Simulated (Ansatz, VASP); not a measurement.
# Two plane-wave programs on CdSe

The input INCAR:

```
SYSTEM = CdSe
PREC     = Accurate       ! precision mode
ENCUT    = 520            ! plane-wave cutoff, eV
EDIFF    = 1E-6           ! SCF threshold, eV
ISMEAR   = -1             ! smearing method
SIGMA    = 0.05           ! smearing width, eV
LREAL    = .False.        ! projectors in reciprocal space
LASPH    = .True.         ! aspherical terms in the spheres
NELM     = 80             ! most SCF steps
ALGO     = Normal         ! electronic algorithm
ISIF     = 2              ! what is computed and relaxed
LWAVE    = .False.        ! write WAVECAR
LCHARG   = .False.        ! write CHGCAR
NBANDS   = 16             ! bands
```

Contents of KPOINTS:

```
Automatic mesh
0
Gamma
  11 11 11
  0 0 0
```

Contents of POSCAR:

```
CdSe
1.0
    0.0000000000      2.9430465398      2.9430465398
    2.9430465398      0.0000000000      2.9430465398
    2.9430465398      2.9430465398      0.0000000000
Cd Se
1 1
Direct
    0.0000000000      0.0000000000      0.0000000000
    0.2500000000      0.2500000000      0.2500000000
```

Input for Ansatz:

```yaml
crystal:
  lattice:
    - [0.0, 2.9430465398, 2.9430465398]
    - [2.9430465398, 0.0, 2.9430465398]
    - [2.9430465398, 2.9430465398, 0.0]
  atoms:
    - { symbol: Cd, position: [0.0, 0.0, 0.0] }
    - { symbol: Se, position: [0.25, 0.25, 0.25] }
kpoints:
  mp_grid: { grid: [11, 11, 11] }
scf:
  occupations: { method: fermi_dirac, width: 0.05 }
hamiltonian:
  xc: lda
  pseudopotentials: { kind: paw }
output:
  forces: true
  stress: true
  eigenvalues: true
  populations: true
```

Change from the starting cell: volume scaled by 0.94, PAW files.

Alike in both runs: task single point; functional LDA; k mesh 11 × 11 × 11; occupations fermi-dirac, width 0.05 eV; no spin polarisation.

|  | VASP | Ansatz |
| --- | --- | --- |
| version | VASP 6.6.1 | Ansatz 0.2.0 |
| potentials or method | VASP PAW LDA potentials, release 64 (Cd, Se) | PAW with Ansatz's default frozen-core files, scalar-relativistic |
| plane-wave cutoff (eV) | 520 | 420 |
| valence electrons in the cell | 18 | 36 |

Ansatz gave:

| Property | Result |
| --- | --- |
| pressure (GPa) | 4.1 |

Problem. Estimate VASP's values.

Solution. Pressure (GPa): 4.7.

The two sets of potentials don't hold the same shells in valence.
